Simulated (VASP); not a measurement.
# PbSe (Fm-3m) in VASP: a series of runs

The runs below take PbSe through relaxation of cell and atoms, with r2SCAN, r2SCAN+rVV10.

Program: VASP 6.6.1. These are calculated values, not measurements. Logs are shortened: lines on timing, memory, paths and dates and some standing lists are left out, and cuts for length are marked.

## Step 1: Starting point

Symmetry: Fm-3m, No. 225, cubic system. The conventional cell has a = 6.121 Å, b = 6.121 Å, c = 6.121 Å, α = 90.00°, β = 90.00°, γ = 90.00°. Around Pb (site symmetry m-3m) lie 6 Se at 3.06 Å. Se (site symmetry m-3m) is surrounded by 6 Pb at 3.06 Å.

## Step 2: Relaxation of cell and atoms, r2SCAN

Input file INCAR:

```
PREC     = Accurate       # precision mode
ENCUT    = 600            # plane-wave cutoff, eV
EDIFF    = 1E-7           # SCF threshold, eV
ISMEAR   = 0              # smearing method
SIGMA    = 0.02           # smearing width, eV
LREAL    = False          # projectors in reciprocal space
LASPH    = True           # aspherical terms in the spheres
NELM     = 60             # most SCF steps
ALGO     = Normal         # electronic algorithm
ISIF     = 3              # what is computed and relaxed
LWAVE    = False          # write WAVECAR
LCHARG   = False          # write CHGCAR
METAGGA  = R2SCAN         # meta-GGA
LMIXTAU  = True         
IBRION   = 2              # ionic algorithm
NSW      = 90             # ionic steps
EDIFFG   = -0.005         # ionic threshold
```

Input file KPOINTS:

```
Automatic mesh
0
Gamma
  10 10 10
```

Input file POSCAR:

```
PbSe
1.0
    0.0000000000      3.0606500000      3.0606500000
    3.0606500000      0.0000000000      3.0606500000
    3.0606500000      3.0606500000      0.0000000000
Pb Se
1 1
Direct
    0.0000000000      0.0000000000      0.0000000000
    0.5000000000      0.5000000000      0.5000000000
```

Potentials or basis: VASP PAW PBE potentials, release 64 (Pb_d, Se).

On the command line:

```
$ cat potpaw_PBE.64/Pb_d/POTCAR potpaw_PBE.64/Se/POTCAR > POTCAR
$ mpirun -np 1 vasp_std > vasp.out
```

OUTCAR:

```text
PREC = Accurate
   ENCUT = 600
   EDIFF = 1E-7
   ISMEAR = 0
   LREAL = False
   LASPH = True
   NELM = 60
   ISIF = 3
   METAGGA = R2SCAN
   IBRION = 2
   NSW = 90
   EDIFFG = -0.005

 ion  position               nearest neighbor table
   1  0.000  0.000  0.000-   2 3.06   2 3.06   2 3.06   2 3.06   2 3.06   2 3.06
   2  0.500  0.500  0.500-   1 3.06   1 3.06   1 3.06   1 3.06   1 3.06   1 3.06

  LATTYP: Found a face centered cubic cell.
 ALAT       =     6.1213000000

  Lattice vectors:

 A1 = (   0.0000000000,   3.0606500000,   3.0606500000)
 A2 = (   3.0606500000,   0.0000000000,   3.0606500000)
 A3 = (   3.0606500000,   3.0606500000,   0.0000000000)

Analysis of symmetry for initial positions (statically):
=====================================================================
 Subroutine PRICEL returns:
 Original cell was already a primitive cell.

 Routine SETGRP: Setting up the symmetry group for a
 face centered cubic supercell.

 Subroutine GETGRP returns: Found 48 space group operations
 (whereof 48 operations were pure point group operations)
 out of a pool of 48 trial point group operations.

The static configuration has the point symmetry O_h .

Analysis of symmetry for dynamics (positions and initial velocities):
=====================================================================
 Subroutine PRICEL returns:
 Original cell was already a primitive cell.

 Routine SETGRP: Setting up the symmetry group for a
 face centered cubic supercell.

 Subroutine GETGRP returns: Found 48 space group operations
 (whereof 48 operations were pure point group operations)
 out of a pool of 48 trial point group operations.

The dynamic configuration has the point symmetry O_h .

 Subroutine INISYM returns: Found 48 space group operations
 (whereof 48 operations are pure point group operations),
 and found     1 'primitive' translations

----------------------------------------------------------------------------------------

                                     Primitive cell

  volume of cell :      57.3418

  direct lattice vectors                    reciprocal lattice vectors
     0.000000000  3.060650000  3.060650000    -0.163363991  0.163363991  0.163363991
     3.060650000  0.000000000  3.060650000     0.163363991 -0.163363991  0.163363991
     3.060650000  3.060650000  0.000000000     0.163363991  0.163363991 -0.163363991

  length of vectors
     4.328412740  4.328412740  4.328412740     0.282954733  0.282954733  0.282954733

  position of ions in fractional coordinates (direct lattice)
     0.000000000  0.000000000  0.000000000
     0.500000000  0.500000000  0.500000000

  ion indices of the primitive-cell ions
   primitive index   ion index
                 1           1
                 2           2

----------------------------------------------------------------------------------------

 KPOINTS: Automatic mesh

Automatic generation of k-mesh.
 Grid dimensions read from file:
 generate k-points for:   10   10   10

 Generating k-lattice:

  Cartesian coordinates                     Fractional coordinates (reciprocal lattice)
    -0.016336399  0.016336399  0.016336399     0.100000000  0.000000000  0.000000000
     0.016336399 -0.016336399  0.016336399     0.000000000  0.100000000  0.000000000
     0.016336399  0.016336399 -0.016336399     0.000000000  0.000000000  0.100000000

  Length of vectors
     0.028295473  0.028295473  0.028295473

  Shift w.r.t. Gamma in fractional coordinates (k-lattice)
     0.000000000  0.000000000  0.000000000

 Subroutine IBZKPT returns following result:
 ===========================================

 Found     47 irreducible k-points:

 Following reciprocal coordinates:
            Coordinates               Weight
  0.000000  0.000000  0.000000      1.000000
  0.100000  0.000000  0.000000      8.000000
  0.200000  0.000000  0.000000      8.000000
  0.300000  0.000000  0.000000      8.000000
  0.400000  0.000000  0.000000      8.000000
  0.500000  0.000000  0.000000      4.000000
[... 16 lines left out ...]
  0.300000  0.300000  0.000000      6.000000
  0.400000  0.300000  0.000000     24.000000
 [... further k-points ...]
   k-points           NKPTS =     47   k-points in BZ     NKDIM =     47   number of bands    NBANDS=     14
   number of dos      NEDOS =    301   number of ions     NIONS =      2
   total plane-waves  NPLWV =  46656
   dimension x,y,z NGX =    36 NGY =   36 NGZ =   36
   dimension x,y,z NGXF=    72 NGYF=   72 NGZF=   72
   ions per type =               1   1
   NGX,Y,Z   is equivalent  to a cutoff of  13.83, 13.83, 13.83 a.u.
   NGXF,Y,Z  is equivalent  to a cutoff of  27.65, 27.65, 27.65 a.u.
 SYSTEM =  unknown system
   PREC   = accura    normal or accurate (medium, high low for compatibility)
   ISTART =      0    job   : 0-new  1-cont  2-samecut
   ICHARG =      2    charge: 1-file 2-atom 10-const
   ISPIN  =      1    spin polarized calculation?
   LNONCOLLINEAR =      F non collinear calculations
   LSORBIT =      F    spin-orbit coupling
   LASPH  =      T    aspherical Exc in radial PAW
   ENCUT  =  600.0 eV  44.10 Ry    6.64 a.u.   8.64  8.64  8.64*2*pi/ulx,y,z
   NELM   =     60;   NELMIN=  2; NELMDL= -5     # of ELM steps
   EDIFF  = 0.1E-06   stopping-criterion for ELM
   LREAL  =      F    real-space projection
   EDIFFG = -.5E-02   stopping-criterion for IOM
   NSW    =     90    number of steps for IOM
   IBRION =      2    ionic relax: 0-MD 1-quasi-New 2-CG
   NFREE  =      1    steps in history (QN), initial steepest desc. (CG)
   ISIF   =      3    stress and relaxation
   ISYM   =      2    0-nonsym 1-usesym 2-fastsym
   POTIM  = 0.5000    time-step for ionic-motion
   TEBEG  =    0.0;   TEEND  =   0.0 temperature during run
   PSTRESS=    0.0 pullay stress
   NELECT =      20.0000    total number of electrons
   NUPDOWN=      -1.0000    fix difference up-down
   EMIN   =  10.00;   EMAX   =-10.00  energy-range for DOS
   EFERMI =   0.00;   METHOD = LEGACY
   ISMEAR =     0;   SIGMA  =   0.02  broadening in eV -4-tet -1-fermi 0-gaus
   EFERMI_NEDOS =   21; number of points for ismear=-14 and -15
   IALGO  =     38    algorithm
   IMIX   =      4    mixing-type and parameters
     AMIX     =   0.40;   BMIX     =  1.00
     AMIX_MAG =   1.60;   BMIX_MAG =  1.00
  volume/ion in A,a.u.               =      28.67       193.48
  Fermi-wavevector in a.u.,A,eV,Ry     =   1.152377  2.177676 18.068159  1.327972
  Thomas-Fermi vector in A             =   2.289028
   LORBIT       =      0    0 simple, 1 ext, 2 COOP (PROOUT), +10 PAW based schemes
   METAGGA = R2SCAN    functional components
   LHFCALC =     F    Hartree Fock is set to
   AEXX    =    0.0000 exact exchange contribution
   IVDW    =     0    specifies the selected vdW correction
   LEPSILON=     F    determine dielectric tensor
   LRPA    =     F    only Hartree local field effects (RPA)
 conjugate gradient relaxation of ions
 non-spin polarized calculation
 Gauss-broadening in eV      SIGMA  =   0.02
  energy-cutoff  :      600.00
  volume of cell :       57.34
 maximum number of plane-waves:      1936
   NGX = 17   NGY = 17   NGZ = 17

--------------------------------------- Ionic step        1  -------------------------------------------

 number of electron      20.0000001 magnetization

 Free energy of the ion-electron system (eV)
  ---------------------------------------------------
  ext. energy  EPLUGINS =         0.00000000
  ---------------------------------------------------
  free energy    TOTEN  =       -71.93176952 eV

  energy without entropy =      -71.93176952  energy(sigma->0) =      -71.93176952

 E-fermi :   5.0659     XC(G=0): -10.0679

 val. band max:        4.9227534879   @ k =   0.5000   0.0000   0.0000
 cond. band min:       5.5015173749   @ k =   0.5000   0.0000   0.0000
 fundamental gap:      0.5787638870
 Fermi energy:         5.0659271907

 k-point     1 :       0.0000    0.0000    0.0000
  band No.  band energies     occupation
      1     -12.5489      2.00000
      2     -12.5489      2.00000
      3     -12.5489      2.00000
      4     -12.5458      2.00000
      5     -12.5458      2.00000
      6      -9.2323      2.00000
      7      -1.4343      2.00000
      8       2.8885      2.00000
      9       2.8885      2.00000
     10       2.8885      2.00000
     11       9.9573      0.00000
     12       9.9573      0.00000
     13       9.9573      0.00000
     14      11.8752      0.00000

 k-point     2 :       0.1000    0.0000    0.0000
  band No.  band energies     occupation
      1     -12.5492      2.00000
      2     -12.5492      2.00000
      3     -12.5485      2.00000
      4     -12.5449      2.00000
      5     -12.5449      2.00000
      6      -9.1532      2.00000
      7      -1.7288      2.00000
      8       2.9166      2.00000
      9       2.9166      2.00000
     10       3.1072      2.00000
[... 436 lines left out ...]
 POSITION                                       TOTAL-FORCE (eV/Angst)
 -----------------------------------------------------------------------------------
      3.10168      3.10168      6.20336         0.000000     -0.000000      0.000000
      3.10168      3.10168      3.10168        -0.000000      0.000000     -0.000000
 -----------------------------------------------------------------------------------
    total drift:                                0.000000      0.000000      0.000000

  FREE ENERGIE OF THE ION-ELECTRON SYSTEM (eV)
  ---------------------------------------------------
  free  energy   TOTEN  =       -71.9381506996 eV

  energy  without entropy=      -71.9381506996  energy(sigma->0) =      -71.93815070

--------------------------------------- Ionic step        3  -------------------------------------------

 number of electron      20.0000003 magnetization

 Free energy of the ion-electron system (eV)
  ---------------------------------------------------
  ext. energy  EPLUGINS =         0.00000000
  ---------------------------------------------------
  free energy    TOTEN  =       -71.93947087 eV

  energy without entropy =      -71.93947087  energy(sigma->0) =      -71.93947087

 E-fermi :   4.7111     XC(G=0):  -9.9292

 val. band max:        4.5471467210   @ k =   0.5000   0.0000   0.0000
 cond. band min:       5.2197916146   @ k =   0.5000   0.0000   0.0000
 fundamental gap:      0.6726448936
 Fermi energy:         4.7110529852

 k-point     1 :       0.0000    0.0000    0.0000
  band No.  band energies     occupation
      1     -12.8534      2.00000
      2     -12.8534      2.00000
      3     -12.8534      2.00000
      4     -12.8486      2.00000
      5     -12.8486      2.00000
      6      -9.3353      2.00000
      7      -1.8326      2.00000
      8       2.6754      2.00000
      9       2.6754      2.00000
     10       2.6754      2.00000
     11       9.5445      0.00000
     12       9.5445      0.00000
     13       9.5445      0.00000
     14      11.5887      0.00000

 k-point     2 :       0.1000    0.0000    0.0000
  band No.  band energies     occupation
      1     -12.8531      2.00000
      2     -12.8528      2.00000
      3     -12.8528      2.00000
      4     -12.8487      2.00000
      5     -12.8487      2.00000
      6      -9.2601      2.00000
      7      -2.0971      2.00000
      8       2.7020      2.00000
      9       2.7020      2.00000
     10       2.8683      2.00000
[... 400 lines left out ...]
 POSITION                                       TOTAL-FORCE (eV/Angst)
 -----------------------------------------------------------------------------------
      0.00000      0.00000     -0.00000         0.000000     -0.000000      0.000000
      3.08943      3.08943      3.08943        -0.000000      0.000000     -0.000000
 -----------------------------------------------------------------------------------
    total drift:                                0.000000      0.000000      0.000000

  FREE ENERGIE OF THE ION-ELECTRON SYSTEM (eV)
  ---------------------------------------------------
  free  energy   TOTEN  =       -71.9394708685 eV

  energy  without entropy=      -71.9394708685  energy(sigma->0) =      -71.93947087

 reached required accuracy - stopping structural energy minimisation
```

Run time: 4.4 min. Hardware: 1 thread of Intel Xeon 6975P-C (Granite Rapids), shared host; peak memory 0.26 GiB.

Results:

```
Free energy                            : -71.9395 eV
Relaxed volume                         : 29.49 Å³/atom
Relaxed cell                           : a = 4.369 Å, b = 4.369 Å, c = 4.369 Å, α = 60.00°, β = 60.00°, γ = 60.00°
Space group after relaxing (to 0.05 Å) : Fm-3m (No. 225)
Energy gained by relaxing              : 3.9 meV/atom
Ionic steps                            : 3
Pressure after relaxing                : 0.0 GPa
Band gap on the k mesh                 : 0.67 eV, direct
```

Step by step:
```tsv
step	energy change (eV)	largest force (eV/Å)	pressure (GPa)	volume (Å³)
1	0.0000	0.0000	1.55	57.34
2	-0.0064	0.0000	-0.59	59.68
3	-0.0077	0.0000	0.01	58.97
```

Final structure:
```
Pb Se
1.0
     0.00000    3.08943    3.08943
     3.08943    0.00000    3.08943
     3.08943    3.08943    0.00000
Pb Se
1 1
Direct
  0.00000 0.00000 0.00000
  0.50000 0.50000 0.50000
```

Levels at points of the mesh, in eV from the valence-band top:
```csv
k point,band 7,band 8,band 9,band 10,band 11,band 12,band 13,band 14
"(0.00, 0.00, 0.00)",-6.38,-1.87,-1.87,-1.87,5.00,5.00,5.00,7.04
"(0.50, 0.00, 0.00)",-8.88,-1.47,-1.47,0.00,0.67,2.00,2.00,9.07
"(0.50, 0.50, 0.00)",-7.48,-4.89,-3.19,-3.19,4.16,5.91,5.91,6.37
```

Caveat: the PAW data sets were made with another functional, which shifts forces and pressure a little; spin-orbit coupling is left out, which as a rule narrows the gap of such compounds by several tenths of an eV. A k mesh can miss the band edges.

## Step 3: Relaxation of cell and atoms, r2SCAN+rVV10

INCAR, as its differences from that of step 2:

```diff
@@ -14,2 +14,6 @@
 LMIXTAU  = True         
+LUSE_VDW = True         
+IVDW_NL  = 2            
+BPARAM   = 11.95        
+CPARAM   = 0.0093       
 IBRION   = 2              # ionic algorithm
```

KPOINTS is that of step 2.

POSCAR is that of step 2.

Potentials or basis: VASP PAW PBE potentials, release 64 (Pb_d, Se).

On the command line:

```
$ cat potpaw_PBE.64/Pb_d/POTCAR potpaw_PBE.64/Se/POTCAR > POTCAR
$ mpirun -np 1 vasp_std > vasp.out
```

Run time: 6.9 min. Hardware: 1 thread of Intel Xeon 6975P-C (Granite Rapids), shared host; peak memory 0.42 GiB.

It converged, with:

```yaml
Free_energy: -71.4142 eV
Relaxed_volume: 29.05 Å³/atom
Relaxed_cell: a = 4.347 Å, b = 4.347 Å, c = 4.347 Å, α = 60.00°, β = 60.00°, γ = 60.00°
Space_group_after_relaxing_to_0.05_Å: Fm-3m (No. 225)
Energy_gained_by_relaxing: 0.9 meV/atom
Ionic_steps: 3
Pressure_after_relaxing: 0.0 GPa
Band_gap_on_the_k_mesh: 0.58 eV, direct
```

Step by step:
```tsv
step	energy change (eV)	largest force (eV/Å)	pressure (GPa)	volume (Å³)
1	0.0000	0.0000	0.74	57.34
2	-0.0014	0.0000	-0.31	58.44
3	-0.0017	0.0000	0.00	58.10
```

Final structure:
```xyz
2
Lattice="0.0000 3.0741 3.0741 3.0741 0.0000 3.0741 3.0741 3.0741 0.0000" Properties=species:S:1:pos:R:3 pbc="T T T"
Pb    0.0000    0.0000    0.0000
Se    3.0741    3.0741    3.0741
```

Levels at points of the mesh, in eV from the valence-band top:
| k point | band 8 | band 9 | band 10 | band 11 | band 12 | band 13 |
| --- | --- | --- | --- | --- | --- | --- |
| (0.00, 0.00, 0.00) | -1.96 | -1.96 | -1.96 | 5.01 | 5.01 | 5.01 |
| (0.50, 0.00, 0.00) | -1.55 | -1.55 | 0.00 | 0.58 | 1.94 | 1.94 |
| (0.50, 0.50, 0.00) | -5.06 | -3.31 | -3.31 | 4.02 | 5.95 | 5.95 |

Caveat: the PAW data sets were made with another functional, which shifts forces and pressure a little; spin-orbit coupling is left out, which as a rule narrows the gap of such compounds by several tenths of an eV. A k mesh can miss the band edges.
